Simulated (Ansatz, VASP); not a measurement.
## One calculation of Pd, two programs

INCAR

```
PREC     = Accurate       # precision mode
ENCUT    = 600            # plane-wave cutoff, eV
EDIFF    = 1E-6           # SCF threshold, eV
ISMEAR   = -1             # smearing method
SIGMA    = 0.15           # smearing width, eV
LREAL    = False          # projectors in reciprocal space
LASPH    = True           # aspherical terms in the spheres
NELM     = 60             # most SCF steps
ALGO     = Fast           # electronic algorithm
ISIF     = 3              # what is computed and relaxed
LWAVE    = False          # write WAVECAR
LCHARG   = False          # write CHGCAR
GGA      = PS             # functional
IBRION   = 2              # ionic algorithm
NSW      = 80             # ionic steps
EDIFFG   = -0.001         # ionic threshold
```

File KPOINTS:

```
regular mesh
0
Gamma
  16 16 16
```

Contents of POSCAR:

```
Pd
1.0
    0.0000000000      1.9380022094      1.9380022094
    1.9380022094      0.0000000000      1.9380022094
    1.9380022094      1.9380022094      0.0000000000
Pd
1
Direct
    0.0000000000      0.0000000000      0.0000000000
```

Input for Ansatz:

```yaml
crystal:
  lattice:
    - [0.0, 1.9380022094, 1.9380022094]
    - [1.9380022094, 0.0, 1.9380022094]
    - [1.9380022094, 1.9380022094, 0.0]
  atoms:
    - { symbol: Pd, position: [0.0, 0.0, 0.0] }
basis:
  ecutwfc: 420
kpoints:
  mp_grid: { grid: [16, 16, 16] }
hamiltonian:
  xc: pbesol
  pseudopotentials: { kind: paw, azcp: { folder: soft_1 } }
scf:
  occupations: { method: fermi_dirac, width: 0.15 }
output:
  forces: true
  stress: true
  eigenvalues: true
relax:
  adjacent_minimum: "off"
  f_tol: 0.001
  max_steps: 60
  cell: { stress_tol: 0.01 }
```

Alike in both runs: task relaxation of cell and atoms; functional PBEsol; k mesh 16 × 16 × 16; occupations fermi-dirac, width 0.15 eV; no spin polarisation.

|  | VASP | Ansatz |
| --- | --- | --- |
| version | VASP 6.6.1 | Ansatz 0.2.0 |
| potentials or method | VASP PAW PBE potentials, release 64 (Pd) | scalar-relativistic, plane waves, PAW |
| plane-wave cutoff (eV) | 600 | 420 |
| valence electrons in the cell | 10 | 18 |

```csv
,VASP,Ansatz,Ansatz less VASP
"gap on the k mesh at the Fermi level, each at its own relaxed structure (eV)",none,none,-
relaxed volume (Å³/atom),14.58,14.61,+0.025
relaxed cell length with the largest relative difference (Å),2.742,2.744,+0.0016
```

A gap of «none» marks a metal or a gap that the smearing closes. The two sets of potentials don't hold the same shells in valence. Ansatz warned: «pseudo_functional_mismatch».

Caveats: the PAW data sets were made with another functional, which shifts forces and pressure a little (VASP).
